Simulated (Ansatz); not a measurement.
Reaction (formal exchange of groups at a Te–C bond): dimethyl telluride + trifluoromethane → `C[Te]C(F)(F)F` + CH₄

Gas-phase electronic energies from Ansatz, PBE0-D4/def2-TZVP geometries. CCSD(T)/CBS adds triple-zeta CCSD(T) − MP2 to the extrapolated MP2 energy (def2 sets, frozen cores). This one scheme is used for every species. Functionals use def2-TZVPP. Elements past krypton have def2 core potentials. For Te outer-core shells are correlated without core-valence functions, which leaves a few kJ/mol of doubt a bond.

`C[Te]C`:

Cartesian coordinates in Å:
```
C 0.526 -1.265 0.763
Te -0.839 0.338 1.123
C -0.516 1.261 -0.776
H 0.198 -1.843 -0.099
H 0.523 -1.899 1.649
H 1.527 -0.869 0.602
H -0.801 0.576 -1.573
H -1.147 2.149 -0.816
H 0.528 1.552 -0.873
```

`FC(F)F`:

```xyz
5

F    -0.163    0.004   -1.301
C    -0.032    0.046    0.023
F    -0.461   -1.109    0.527
F     1.260    0.180    0.315
H    -0.605    0.879    0.437
```

`C[Te]C(F)(F)F`:

```xyz
9

C     1.072    0.909   -0.725
Te   -0.783    1.264    0.267
C    -1.051   -0.842    0.704
F    -1.106   -1.589   -0.403
F    -2.195   -1.017    1.370
F    -0.062   -1.337    1.453
H     1.435    1.880   -1.059
H     0.908    0.260   -1.581
H     1.781    0.471   -0.025
```

CH₄:

Cartesian coordinates in Å:
```
C 0.000 0.000 0.000
H 1.037 -0.275 0.189
H -0.656 -0.616 0.614
H -0.232 -0.159 -1.053
H -0.148 1.050 0.250
```

```
   level  ΔE (kJ/mol)
BHLYP-D4         15.1
    BLYP          4.2
```

Question: What does CCSD(T)/CBS give? (An estimate is asked.)

Answer: Computed: +15.1 kJ/mol. The listed levels differ from it by 0.0, -10.9 kJ/mol.

Question: What do rigid-rotor, harmonic-oscillator terms from PBE0-D4/def2-TZVP frequencies (298.15 K, 1 bar) make of the CCSD(T)/CBS value? (Estimate.)

Answer: Computed: ΔZPE = -8.4 kJ/mol, ΔH = +10.1 kJ/mol, ΔS = -13 J/(mol·K), ΔG = +14.1 kJ/mol. Modes under 50 cm⁻¹ make the entropy rough.

Largest T1 diagnostic among the species: 0.012.

The D4 term adds −3.6 kJ/mol with B3LYP and −2.0 kJ/mol with PBE0; it sums over pairs of atoms, weighted by their polarisabilities, and B3LYP, whose exchange is more repulsive, gets the larger term. From r2SCAN to r2SCAN0 (25 % exact exchange), in def2-TZVPP and without D4, ΔE moves by +8.5 kJ/mol. In def2-TZVPP, CCSD(T) changes the Hartree–Fock value by −13.5 kJ/mol (the triples alone add −3.2 kJ/mol) and MP2 by −10.6 kJ/mol.

B3LYP here is the variant with VWN-RPA as its local correlation; programs differ in this.

CCSD(T)/CBS has its own doubt, a few kJ/mol and more with outer-core shells, so smaller differences from it don't rank the levels.
